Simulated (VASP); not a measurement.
# Ag2I3 (Pm-3m) in VASP: further runs

One crystal, Ag2I3, is run at these levels: PBE; tasks: relaxation of cell and atoms, single point.

All numbers are computed with VASP 6.6.1; they aren't measurements. Logs are shortened: lines on timing, memory, paths and dates and some standing lists are left out, and cuts for length are marked.

### 1 The cell of the first run

The structure is cubic, space group Pm-3m (No. 221). The conventional cell has a = 5.959 Å, b = 5.959 Å, c = 5.959 Å, α = 90.00°, β = 90.00°, γ = 90.00°. Ag (site symmetry m-3m) has 12 I at 4.21 Å as nearest neighbours. Ag (site symmetry m-3m) has 6 I at 2.98 Å as nearest neighbours. I (site symmetry 4/mmm) is surrounded by 2 Ag at 2.98 Å.

The cell was built by a generator and needn't be a form met in nature.

### 2 Relaxation of cell and atoms, PBE (random cell by space group and Wyckoff sites (Pm-3m, No. 221))

The input, INCAR:

```
PREC = Accurate ; ENCUT = 600
EDIFF = 1E-6 ; ISMEAR = 0
SIGMA = 0.1 ; LREAL = False
LASPH = True ; NELM = 100
ALGO = Fast ; ISIF = 3
LWAVE = False ; LCHARG = False
GGA = PE ; IBRION = 2
NSW = 90 ; EDIFFG = -0.04
```

The input, KPOINTS:

```
Automatic mesh
0
Gamma
  4 4 4
```

The input, POSCAR:

```
Ag2I3
1.0
    5.9592290800      0.0000000000      0.0000000000
    0.0000000000      5.9592290800      0.0000000000
    0.0000000000      0.0000000000      5.9592290800
Ag I
2 3
Direct
    0.0000000000      0.0000000000      0.0000000000
    0.5000000000      0.5000000000      0.5000000000
    0.0000000000      0.5000000000      0.5000000000
    0.5000000000      0.0000000000      0.5000000000
    0.5000000000      0.5000000000      0.0000000000
```

Potentials or basis: VASP PAW PBE potentials, release 64 (Ag, I).

Command:

```bash
$ cat potpaw_PBE.64/Ag/POTCAR potpaw_PBE.64/I/POTCAR > POTCAR
$ mpirun -np 1 vasp_std > vasp.out
```

OUTCAR:

```text
PREC = Accurate
   ENCUT = 600
   EDIFF = 1E-6
   ISMEAR = 0
   LREAL = False
   LASPH = True
   NELM = 100
   ISIF = 3
   GGA = PE
   IBRION = 2
   NSW = 90
   EDIFFG = -0.04

 ion  position               nearest neighbor table
   1  0.000  0.000  0.000-
   2  0.500  0.500  0.500-   3 2.98   4 2.98   5 2.98   5 2.98   4 2.98   3 2.98
   3  0.000  0.500  0.500-   2 2.98   2 2.98
   4  0.500  0.000  0.500-   2 2.98   2 2.98
   5  0.500  0.500  0.000-   2 2.98   2 2.98

  LATTYP: Found a simple cubic cell.
 ALAT       =     5.9592290800

  Lattice vectors:

 A1 = (   5.9592290800,   0.0000000000,   0.0000000000)
 A2 = (   0.0000000000,   5.9592290800,   0.0000000000)
 A3 = (   0.0000000000,   0.0000000000,   5.9592290800)

Analysis of symmetry for initial positions (statically):
=====================================================================
 Subroutine PRICEL returns:
 Original cell was already a primitive cell.

 Routine SETGRP: Setting up the symmetry group for a
 simple cubic supercell.

 Subroutine GETGRP returns: Found 48 space group operations
 (whereof 48 operations were pure point group operations)
 out of a pool of 48 trial point group operations.

The static configuration has the point symmetry O_h .

Analysis of symmetry for dynamics (positions and initial velocities):
=====================================================================
 Subroutine PRICEL returns:
 Original cell was already a primitive cell.

 Routine SETGRP: Setting up the symmetry group for a
 simple cubic supercell.

 Subroutine GETGRP returns: Found 48 space group operations
 (whereof 48 operations were pure point group operations)
 out of a pool of 48 trial point group operations.

The dynamic configuration has the point symmetry O_h .

 Subroutine INISYM returns: Found 48 space group operations
 (whereof 48 operations are pure point group operations),
 and found     1 'primitive' translations

----------------------------------------------------------------------------------------

                                     Primitive cell

  volume of cell :     211.6266

  direct lattice vectors                    reciprocal lattice vectors
     5.959229080  0.000000000  0.000000000     0.167806941  0.000000000  0.000000000
     0.000000000  5.959229080  0.000000000     0.000000000  0.167806941  0.000000000
     0.000000000  0.000000000  5.959229080     0.000000000  0.000000000  0.167806941

  length of vectors
     5.959229080  5.959229080  5.959229080     0.167806941  0.167806941  0.167806941

  position of ions in fractional coordinates (direct lattice)
     0.000000000  0.000000000  0.000000000
     0.500000000  0.500000000  0.500000000
     0.000000000  0.500000000  0.500000000
     0.500000000  0.000000000  0.500000000
     0.500000000  0.500000000  0.000000000

  ion indices of the primitive-cell ions
   primitive index   ion index
                 1           1
                 2           2
                 3           3
                 4           4
                 5           5

----------------------------------------------------------------------------------------

 KPOINTS: Automatic mesh

Automatic generation of k-mesh.
 Grid dimensions read from file:
 generate k-points for:    4    4    4

 Generating k-lattice:

  Cartesian coordinates                     Fractional coordinates (reciprocal lattice)
     0.041951735  0.000000000  0.000000000     0.250000000  0.000000000  0.000000000
     0.000000000  0.041951735  0.000000000     0.000000000  0.250000000  0.000000000
     0.000000000  0.000000000  0.041951735     0.000000000  0.000000000  0.250000000

  Length of vectors
     0.041951735  0.041951735  0.041951735

  Shift w.r.t. Gamma in fractional coordinates (k-lattice)
     0.000000000  0.000000000  0.000000000

 Subroutine IBZKPT returns following result:
 ===========================================

 Found     10 irreducible k-points:

 Following reciprocal coordinates:
            Coordinates               Weight
  0.000000  0.000000  0.000000      1.000000
  0.250000  0.000000  0.000000      6.000000
  0.500000  0.000000  0.000000      3.000000
  0.250000  0.250000  0.000000     12.000000
  0.500000  0.250000  0.000000     12.000000
  0.500000  0.500000  0.000000      3.000000
  0.250000  0.250000  0.250000      8.000000
  0.500000  0.250000  0.250000     12.000000
  0.500000  0.500000  0.250000      6.000000
  0.500000  0.500000  0.500000      1.000000
   k-points           NKPTS =     10   k-points in BZ     NKDIM =     10   number of bands    NBANDS=     25
   number of dos      NEDOS =    301   number of ions     NIONS =      5
   total plane-waves  NPLWV = 110592
   dimension x,y,z NGX =    48 NGY =   48 NGZ =   48
   dimension x,y,z NGXF=    96 NGYF=   96 NGZF=   96
   ions per type =               2   3
   NGX,Y,Z   is equivalent  to a cutoff of  13.39, 13.39, 13.39 a.u.
   NGXF,Y,Z  is equivalent  to a cutoff of  26.78, 26.78, 26.78 a.u.
 SYSTEM =  unknown system
   PREC   = accura    normal or accurate (medium, high low for compatibility)
   ISTART =      0    job   : 0-new  1-cont  2-samecut
   ICHARG =      2    charge: 1-file 2-atom 10-const
   ISPIN  =      1    spin polarized calculation?
   LNONCOLLINEAR =      F non collinear calculations
   LSORBIT =      F    spin-orbit coupling
   LASPH  =      T    aspherical Exc in radial PAW
   ENCUT  =  600.0 eV  44.10 Ry    6.64 a.u.  11.90 11.90 11.90*2*pi/ulx,y,z
   NELM   =    100;   NELMIN=  2; NELMDL= -5     # of ELM steps
   EDIFF  = 0.1E-05   stopping-criterion for ELM
   LREAL  =      F    real-space projection
   EDIFFG = -.4E-01   stopping-criterion for IOM
   NSW    =     90    number of steps for IOM
   IBRION =      2    ionic relax: 0-MD 1-quasi-New 2-CG
   NFREE  =      1    steps in history (QN), initial steepest desc. (CG)
   ISIF   =      3    stress and relaxation
   ISYM   =      2    0-nonsym 1-usesym 2-fastsym
   POTIM  = 0.5000    time-step for ionic-motion
   TEBEG  =    0.0;   TEEND  =   0.0 temperature during run
   PSTRESS=    0.0 pullay stress
   NELECT =      43.0000    total number of electrons
   NUPDOWN=      -1.0000    fix difference up-down
   EMIN   =  10.00;   EMAX   =-10.00  energy-range for DOS
   EFERMI =   0.00;   METHOD = LEGACY
   ISMEAR =     0;   SIGMA  =   0.10  broadening in eV -4-tet -1-fermi 0-gaus
   EFERMI_NEDOS =   21; number of points for ismear=-14 and -15
   IALGO  =     68    algorithm
   IMIX   =      4    mixing-type and parameters
     AMIX     =   0.40;   BMIX     =  1.00
     AMIX_MAG =   1.60;   BMIX_MAG =  1.00
  volume/ion in A,a.u.               =      42.33       285.63
  Fermi-wavevector in a.u.,A,eV,Ry     =   0.962441  1.818750 12.602984  0.926293
  Thomas-Fermi vector in A             =   2.091900
   LORBIT       =      0    0 simple, 1 ext, 2 COOP (PROOUT), +10 PAW based schemes
   GGA     = PE    functional components
   LHFCALC =     F    Hartree Fock is set to
   AEXX    =    0.0000 exact exchange contribution
   IVDW    =     0    specifies the selected vdW correction
   LEPSILON=     F    determine dielectric tensor
   LRPA    =     F    only Hartree local field effects (RPA)
 conjugate gradient relaxation of ions
 non-spin polarized calculation
 RMM-DIIS sequential band-by-band and
 Gauss-broadening in eV      SIGMA  =   0.10
  energy-cutoff  :      600.00
  volume of cell :      211.63
 maximum number of plane-waves:      7120
 NGX is ok and might be reduce to    48
   NGX = 23   NGY = 23   NGZ = 23

--------------------------------------- Ionic step        1  -------------------------------------------

 number of electron      43.0000004 magnetization

 Free energy of the ion-electron system (eV)
  ---------------------------------------------------
  ext. energy  EPLUGINS =         0.00000000
  ---------------------------------------------------
  free energy    TOTEN  =        -8.69611294 eV

  energy without entropy =       -8.66104022  energy(sigma->0) =       -8.67857658

------------------------ aborting loop because EDIFF is reached ----------------------------------------

  FORCE on cell =-STRESS in cart. coord.  units (eV):
  Direction    XX          YY          ZZ          XY          YZ          ZX
  --------------------------------------------------------------------------------------
  -------------------------------------------------------------------------------------
  Total       -2.7258585     -2.7258585     -2.7258585     -0.0000000     -0.0000000     -0.0000000
  in kB      -20.6368616    -20.6368616    -20.6368616     -0.0000000     -0.0000000     -0.0000000
  external PRESSURE =     -20.6368616 kB  Pullay stress =       0.0000000 kB
[... 102 lines left out ...]
  energy  without entropy=       -8.8402263987  energy(sigma->0) =       -8.85307090

--------------------------------------- Ionic step        4  -------------------------------------------

 number of electron      42.9999990 magnetization

 Free energy of the ion-electron system (eV)
  ---------------------------------------------------
  ext. energy  EPLUGINS =         0.00000000
  ---------------------------------------------------
  free energy    TOTEN  =        -8.87339515 eV

  energy without entropy =       -8.84656371  energy(sigma->0) =       -8.85997943

 E-fermi :   2.5223     XC(G=0):  -8.3052

 val. band max:        2.4698717578   @ k =   0.5000   0.5000   0.0000
 cond. band min:       2.5374360007   @ k =   0.5000   0.2500   0.0000
 fundamental gap:      0.0675642429
 Fermi energy:         2.5222818934

 k-point     1 :       0.0000    0.0000    0.0000
  band No.  band energies     occupation
      1      -9.7644      2.00000
      2      -8.9613      2.00000
      3      -8.9613      2.00000
      4      -1.2935      2.00000
      5      -1.2935      2.00000
      6      -1.2935      2.00000
[... 301 lines left out ...]
  FREE ENERGIE OF THE ION-ELECTRON SYSTEM (eV)
  ---------------------------------------------------
  free  energy   TOTEN  =        -8.8733951486 eV

  energy  without entropy=       -8.8465637138  energy(sigma->0) =       -8.85997943

 reached required accuracy - stopping structural energy minimisation
```

Run time: 1.7 min. Hardware: 1 thread of AMD EPYC 9R45 (Zen 5), shared host; peak memory 0.34 GiB.

Results:

| Property | Result |
| --- | --- |
| Free energy | -8.8734 eV |
| Relaxed volume | 37.50 Å³/atom |
| Relaxed cell | a = 5.724 Å, b = 5.724 Å, c = 5.724 Å, α = 90.00°, β = 90.00°, γ = 90.00° |
| Space group after relaxing (to 0.05 Å) | Pm-3m (No. 221) |
| Energy gained by relaxing | 35.5 meV/atom |
| Ionic steps | 4 |
| Pressure after relaxing | 0.0 GPa |
| Band gap on the k mesh | none (metal or under the smearing width) |

The path:
```
step  energy change (eV)  largest force (eV/Å)  pressure (GPa)  volume (Å³)
   1              0.0000                0.0000           -2.06       211.63
   2             -0.1549                0.0000           -0.98       195.36
   3             -0.1698                0.0000            0.58       183.22
   4             -0.1773                0.0000            0.00       187.50
```

Final structure:
```yaml
crystal:
  lattice:
    - [5.72356, 0.00000, 0.00000]
    - [0.00000, 5.72356, 0.00000]
    - [0.00000, 0.00000, 5.72356]
  atoms:
    - { symbol: Ag, position: [0.00000, 0.00000, 0.00000] }
    - { symbol: Ag, position: [0.50000, 0.50000, 0.50000] }
    - { symbol: I, position: [0.00000, 0.50000, 0.50000] }
    - { symbol: I, position: [0.50000, 0.00000, 0.50000] }
    - { symbol: I, position: [0.50000, 0.50000, 0.00000] }
```

Levels at points of the mesh, in eV from the Fermi level:
| k point | band 18 | band 19 | band 20 | band 21 | band 22 | band 23 | band 24 | band 25 |
| --- | --- | --- | --- | --- | --- | --- | --- | --- |
| (0.00, 0.00, 0.00) | -0.96 | -0.96 | -0.63 | -0.63 | -0.63 | 0.11 | 1.45 | 5.94 |
| (0.50, 0.00, 0.00) | -1.12 | -1.12 | -1.08 | -0.66 | -0.66 | 1.49 | 3.67 | 4.57 |
| (0.50, 0.50, 0.00) | -1.58 | -0.96 | -0.96 | -0.05 | 0.88 | 1.39 | 4.43 | 5.21 |
| (0.50, 0.50, 0.50) | -0.06 | -0.06 | -0.06 | 0.25 | 0.90 | 0.90 | 5.05 | 5.05 |

Caveat: an odd number of electrons without spin polarisation forces a metal; a magnetic or distorted state may lie lower. The run has no spin-orbit coupling, so splittings on I are missing.

### 3 Single point, PBE (random cell by space group and Wyckoff sites (Pm-3m, No. 221))

The input, INCAR:

```
SYSTEM = Ag2I3
  PREC = Accurate
  ENCUT = 520
  EDIFF = 1E-7
  ISMEAR = 0
  SIGMA = 0.1
  LREAL = .FALSE.
  LASPH = .TRUE.
  NELM = 100
  ALGO = Normal
  ISIF = 2
  LWAVE = .FALSE.
  LCHARG = .FALSE.
  GGA = PE
  NBANDS = 30
```

The input, KPOINTS:

```
Automatic mesh
0
G
  4 4 4
  0 0 0
```

POSCAR is that of step 2.

Potentials or basis: VASP PAW PBE potentials, release 64 (Ag, I).

Command:

```bash
$ cat potpaw_PBE.64/Ag/POTCAR potpaw_PBE.64/I/POTCAR > POTCAR
$ mpirun -np 1 vasp_std > vasp.out
```

OUTCAR:

```text
SYSTEM = Ag2I3
   PREC = Accurate
   ENCUT = 520
   EDIFF = 1E-7
   ISMEAR = 0
   LREAL = .FALSE.
   LASPH = .TRUE.
   NELM = 100
   ISIF = 2
   GGA = PE

 ion  position               nearest neighbor table
   1  0.000  0.000  0.000-
   2  0.500  0.500  0.500-   3 2.98   4 2.98   5 2.98   5 2.98   4 2.98   3 2.98
   3  0.000  0.500  0.500-   2 2.98   2 2.98
   4  0.500  0.000  0.500-   2 2.98   2 2.98
   5  0.500  0.500  0.000-   2 2.98   2 2.98

  LATTYP: Found a simple cubic cell.
[... 516 lines left out ...]
  --------------------------------------------------------------------------------------
  -------------------------------------------------------------------------------------
  Total       -2.7189108     -2.7189108     -2.7189108      0.0000000     -0.0000000      0.0000000
  in kB      -20.5842619    -20.5842619    -20.5842619      0.0000000     -0.0000000      0.0000000
  external PRESSURE =     -20.5842619 kB  Pullay stress =       0.0000000 kB

 VOLUME and BASIS-vectors are now :
 -----------------------------------------------------------------------------
  energy-cutoff  :      520.00
  volume of cell :      211.63
      direct lattice vectors                 reciprocal lattice vectors
     5.959229080  0.000000000  0.000000000     0.167806941  0.000000000  0.000000000
     0.000000000  5.959229080  0.000000000     0.000000000  0.167806941  0.000000000
     0.000000000  0.000000000  5.959229080     0.000000000  0.000000000  0.167806941

 POSITION                                       TOTAL-FORCE (eV/Angst)
 -----------------------------------------------------------------------------------
      0.00000      0.00000      0.00000         0.000000      0.000000      0.000000
      2.97961      2.97961      2.97961         0.000000      0.000000      0.000000
      0.00000      2.97961      2.97961         0.000000      0.000000      0.000000
      2.97961      0.00000      2.97961         0.000000      0.000000      0.000000
      2.97961      2.97961      0.00000         0.000000      0.000000      0.000000
 -----------------------------------------------------------------------------------
    total drift:                                0.000000     -0.000000     -0.000000

  FREE ENERGIE OF THE ION-ELECTRON SYSTEM (eV)
  ---------------------------------------------------
  free  energy   TOTEN  =        -8.6966025691 eV

  energy  without entropy=       -8.6615336295  energy(sigma->0) =       -8.67906810
```

OSZICAR:

```text
N       E                     dE             d eps       ncg     rms          rms(c)
DAV:   1     0.240150930727E+03    0.24015E+03   -0.17036E+04   608   0.117E+03
DAV:   2     0.611652136642E+01   -0.23403E+03   -0.22501E+03   748   0.219E+02
DAV:   3    -0.942027864637E+01   -0.15537E+02   -0.15402E+02   714   0.555E+01
DAV:   4    -0.975197428338E+01   -0.33170E+00   -0.33154E+00   730   0.862E+00
DAV:   5    -0.975615212589E+01   -0.41778E-02   -0.41777E-02   718   0.106E+00    0.618E+00
DAV:   6    -0.882743951631E+01    0.92871E+00   -0.28951E+00   654   0.200E+01    0.627E+00
DAV:   7    -0.875186897558E+01    0.75571E-01   -0.69501E-01   654   0.545E+00    0.305E+00
DAV:   8    -0.870281628818E+01    0.49053E-01   -0.73020E-02   654   0.193E+00    0.938E-01
DAV:   9    -0.869624331432E+01    0.65730E-02   -0.19111E-02   612   0.908E-01    0.252E-01
DAV:  10    -0.869672602714E+01   -0.48271E-03   -0.26956E-03   666   0.384E-01    0.121E-01
DAV:  11    -0.869655162973E+01    0.17440E-03   -0.67222E-04   666   0.233E-01    0.633E-02
DAV:  12    -0.869660065581E+01   -0.49026E-04   -0.10676E-04   666   0.555E-02    0.106E-02
DAV:  13    -0.869660185182E+01   -0.11960E-05   -0.62179E-06   666   0.140E-02    0.690E-03
DAV:  14    -0.869660230401E+01   -0.45219E-06   -0.60047E-07   658   0.408E-03    0.506E-03
DAV:  15    -0.869660259744E+01   -0.29342E-06   -0.23029E-07   530   0.231E-03    0.181E-03
DAV:  16    -0.869660256914E+01    0.28300E-07   -0.31942E-08   342   0.162E-03
   1 F= -.86966026E+01 E0= -.86790681E+01  d E =-.350689E-01
```

stdout:

```text
POSCAR found type information on POSCAR AgI
 POSCAR found :  2 types and       5 ions
 scaLAPACK will be used
 LDA part: xc-table for (Slater+PW92), standard interpolation
 POSCAR, INCAR and KPOINTS ok, starting setup
 FFT: planning ... GRIDC
 FFT: planning ... GRID_SOFT
 FFT: planning ... GRID
 WAVECAR not read
 entering main loop
```

Wall time 36 s (1 thread of AMD EPYC 9R45 (Zen 5), shared host); peak memory 0.3 GiB.

What came out:

```
Free energy            : -8.6966 eV
Pressure               : -2.1 GPa
Band gap on the k mesh : none (metal or under the smearing width)
```

Caveat: an odd number of electrons without spin polarisation forces a metal; a magnetic or distorted state may lie lower. Spin-orbit coupling is left out, which matters for the levels of I.
